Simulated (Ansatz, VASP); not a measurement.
# InB26P26S (S_P-In_B): VASP beside Ansatz, part 2 of 2

Wanted: the spread between two codes on one cell, functional and k mesh. The cell is taken from a series of runs on this material, whose earlier steps may have relaxed, scaled, displaced or heated it; both programs get it as it stands.

VASP 6.6.1 and Ansatz 0.2.0.

So far. Step 2 (VASP: single point, r2SCAN, pair 1): The run ends at a pressure of 2.79 GPa, with forces up to 0.039 eV/Å.

### Step 6. VASP: single point, r2SCAN, pair 2

Level of this step: r2SCAN; plane waves and PAW (B, P, S, In_d) (VASP).

The same cell, functional and mesh now go to VASP, with its own data sets.

Contents of INCAR:

```
SYSTEM = InB26P26S
PREC = Accurate
ENCUT = 460
EDIFF = 1E-06
NELM = 120
ISMEAR = 0
SIGMA = 0.01
LREAL = Auto
ALGO = Normal
METAGGA = R2SCAN
LASPH = .TRUE.
NELECT = 228
NBANDS = 152
LORBIT = 11
LWAVE = .FALSE.
LCHARG = .FALSE.
ISIF = 2
ISYM = 2
GGA_COMPAT = .FALSE.
EFERMI = MIDGAP
LMIXTAU = .TRUE.
KPAR = 2
```

Contents of POSCAR:

```
InB26P26S
1.0
    0.0000000000      6.8045562257      6.8045562257
    6.8045562257      0.0000000000      6.8045562257
    6.8045562257      6.8045562257      0.0000000000
B P S In
26 26 1 1
Direct
    0.9983649275      0.0010310606      0.0012943952
    0.9986723039      0.0010368932      0.3337654217
    0.9929582282      0.0063027581      0.6678646754
    0.9986723039      0.3335020871      0.0013002278
    0.9989132979      0.3337430811      0.3340064157
    0.9992029485      0.3340327317      0.6682355314
    0.9929582282      0.6676013408      0.0065660927
    0.9992029485      0.6679721968      0.3342960663
    0.9892806470      0.6696206845      0.6698840191
    0.3320501962      0.0002821444      0.0005454790
    0.3327715576      0.0063027581      0.3280513460
    0.3324412767      0.0057599523      0.6675343945
    0.3327715576      0.3277880114      0.0065660927
    0.3331424136      0.3340327317      0.3342960663
    0.3347909013      0.3241104302      0.6698840191
    0.3324412767      0.6672710599      0.0060232869
    0.3347909013      0.6696206845      0.3243737648
    0.6656974568      0.0005272400      0.0007905746
    0.6662012774      0.0010310606      0.3334580453
    0.6654523612      0.0002821444      0.6671433140
    0.6662012774      0.3331947107      0.0012943952
    0.6662071100      0.3335020871      0.3337654217
    0.6714729749      0.3277880114      0.6678646754
    0.6654523612      0.6668799794      0.0005454790
    0.6714729749      0.6676013408      0.3280513460
    0.6709301691      0.6672710599      0.6675343945
    0.2499343560      0.2494503507      0.2497136853
    0.2493932497      0.2499108104      0.5844863675
    0.2479409816      0.2506263277      0.9182862411
    0.2493932497      0.5842230329      0.2501741450
    0.2339356208      0.5687654040      0.9599590405
    0.2479409816      0.9180229065      0.2508896623
    0.2339356208      0.9596957059      0.5690287386
    0.2480543353      0.9171119515      0.9173752861
    0.5829762728      0.2501495244      0.2504128590
    0.5831931233      0.2506263277      0.5830340994
    0.5824300240      0.2504119968      0.9175231418
    0.5831931233      0.5827707648      0.2508896623
    0.6248659227      0.5687654040      0.5690287386
    0.5822821683      0.5828841185      0.9173752861
    0.5824300240      0.9172598072      0.2506753314
    0.5822821683      0.9171119515      0.5831474531
    0.5820722866      0.9169020698      0.9171654044
    0.9154587259      0.2502885091      0.2505518437
    0.9146205675      0.2494503507      0.5850274738
    0.9153197412      0.2501495244      0.9180693906
    0.9146205675      0.5847641392      0.2497136853
    0.9150810272      0.5842230329      0.5844863675
    0.9157965445      0.5827707648      0.9182862411
    0.9153197412      0.9178060560      0.2504128590
    0.9157965445      0.9180229065      0.5830340994
    0.9155822136      0.9172598072      0.9175231418
    0.2342621979      0.5690919811      0.5693553157
    0.3331802566      0.6680100398      0.6682733744
```

Contents of KPOINTS:

```
Points of the shifted mesh
8
Reciprocal
 0.2500000000  0.2500000000  0.2500000000 1
 0.2500000000  0.2500000000  0.7500000000 1
 0.2500000000  0.7500000000  0.2500000000 1
 0.2500000000  0.7500000000  0.7500000000 1
 0.7500000000  0.2500000000  0.2500000000 1
 0.7500000000  0.2500000000  0.7500000000 1
 0.7500000000  0.7500000000  0.2500000000 1
 0.7500000000  0.7500000000  0.7500000000 1
```

The projector-augmented-wave data sets are B, P, S and In_d (PBE family, release 64).

Started as:

```sh
$ mpirun -np 8 vasp_std
```

Log:

```text
[banner, memory and clock lines left out]
running    8 mpi-ranks, on    1 nodes
[...]
[... a notice as in an earlier step ...]

 [... a notice as in an earlier step ...]

 LDA part: xc-table for (None), standard interpolation
 POSCAR, INCAR and KPOINTS ok, starting setup
[...]
entering main loop
       N       E                     dE             d eps       ncg     rms          rms(c)
DAV:   1     0.861249033003E+03    0.86125E+03   -0.95473E+04  2432   0.130E+03
DAV:   2    -0.378177216146E+03   -0.12394E+04   -0.11501E+04  2800   0.268E+02
DAV:   3    -0.513208012800E+03   -0.13503E+03   -0.13114E+03  3000   0.940E+01
DAV:   4    -0.519521315453E+03   -0.63133E+01   -0.62596E+01  3232   0.214E+01
DAV:   5    -0.519743027486E+03   -0.22171E+00   -0.22100E+00  3504   0.383E+00BRMIX: very serious problems
 the old and the new charge density differ
 old charge density:   227.00000 new  228.00000
BRMIX: very serious problems
 the old and the new charge density differ
 old charge density:   227.00000 new  228.00000
    0.444E+01
DAV:   6    -0.487663413257E+03    0.32080E+02   -0.28630E+01  3440   0.238E+01    0.262E+01
DAV:   7    -0.457992372024E+03    0.29671E+02   -0.88700E+00  3080   0.744E+00    0.681E+00
DAV:   8    -0.464414687201E+03   -0.64223E+01   -0.11229E+01  2648   0.877E+00    0.307E+00
DAV:   9    -0.465917648554E+03   -0.15030E+01   -0.14698E+00  2728   0.412E+00    0.208E+00
[...]
DAV:  20    -0.465929019646E+03    0.30915E-05   -0.63616E-07  1560   0.400E-03    0.204E-02
DAV:  21    -0.465929022905E+03   -0.32592E-05   -0.59402E-06  2592   0.946E-03    0.726E-03
DAV:  22    -0.465929023812E+03   -0.90715E-06   -0.54665E-07  1440   0.301E-03
   1 F= -.46592902E+03 E0= -.46592902E+03  d E =-.504748E-45
```

Parts of OUTCAR (step 6):

```text
  Total       33.0812390     33.0812390     33.0812390     -7.1039918     -7.1039918     -7.1039918
  in kB       84.1129631     84.1129631     84.1129631    -18.0627395    -18.0627395    -18.0627395
  external PRESSURE =      84.1129631 kB  Pullay stress =       0.0000000 kB

 POSITION                                       TOTAL-FORCE (eV/Angst)
 -----------------------------------------------------------------------------------
      0.01582      6.80224      6.80045         0.000596     -0.000889     -0.000889
      2.27818      9.06665      6.80258        -0.000310      0.000118     -0.000310
      4.58741     11.30116      6.79953         0.001742     -0.001108      0.007128
      2.27818      6.80437      9.06486        -0.000310     -0.000310      0.000118
      4.54374      9.06993      9.06814         0.001628      0.001628      0.001628
      6.81999     11.34618      9.07208        -0.000053     -0.000053      0.007595
      4.58741      6.80132     11.29937         0.001742      0.007128     -0.001108
      6.81999      9.07387     11.34439        -0.000053      0.007595     -0.000053
      9.11474     11.28988     11.28809         0.023306     -0.020088     -0.020088
      0.00563      2.26317      2.26137         0.000739     -0.000179     -0.000179
      2.27513      4.49661      2.30725         0.007128     -0.001108      0.001742
      4.58147      6.80439      2.30131         0.002376     -0.003951      0.002376
      2.27513      2.30904      4.49481         0.007128      0.001742     -0.001108
      4.54768      4.54162      4.53983         0.007595     -0.000053     -0.000053
[...]
-----------------------------------------------------------------------------------
    total drift:                               -0.003426     -0.003394     -0.003387

  FREE ENERGIE OF THE ION-ELECTRON SYSTEM (eV)
  ---------------------------------------------------
  free  energy   TOTEN  =      -465.9290238123 eV

  energy  without entropy=     -465.9290238123  energy(sigma->0) =     -465.92902381

[... 2 parts as in an earlier step ...]
```

The run ends at a pressure of 8.41 GPa, with forces up to 0.037 eV/Å.

### Step 7. Comparison

Compared:

```csv
quantity,Ansatz,VASP,difference
gap on the k mesh (eV),0.200,0.199,0.000
```

At this near-relaxed geometry the largest component of a force difference is 21 meV/Å. A gap on the mesh is an upper bound, since the band edges may lie between its points. The cell carries a charge of -1 e against a uniform background, so its pressure also hangs on how the neutralising background is counted, and in a defect's cell a gap may be the spacing between its levels.

### Step 8. Outcome

```yaml
difference_in_gap_on_the_k_mesh_single_point_r2scan_pair_1: -0.020 eV
r_m_s_force_difference_single_point_r2scan_pair_1: 7.2 meV/Å
difference_in_gap_on_the_k_mesh_single_point_r2scan_pair_2: 4.6e-4 eV
r_m_s_force_difference_single_point_r2scan_pair_2: 7.3 meV/Å
```

The r.m.s. force difference is 7.3 meV/Å (single point, r2SCAN, pair 2), within the 12 meV/Å picked in this series as the mark of a large difference. How closely two codes agree says nothing of how well the functional describes the real material.

[Lines on the potential files, build, host, timing and source positions are cut from VASP's logs without a mark.]

[Logs are printed without paths, hosts, clocks, repeated set-up lines and the standing remarks that a program may print on its own settings, such as how far it seeks lower states.]

[Hosts, paths, dates, database ids (printed as entryN), source tags and the programs' standing remarks are cut or masked in the printed files.]
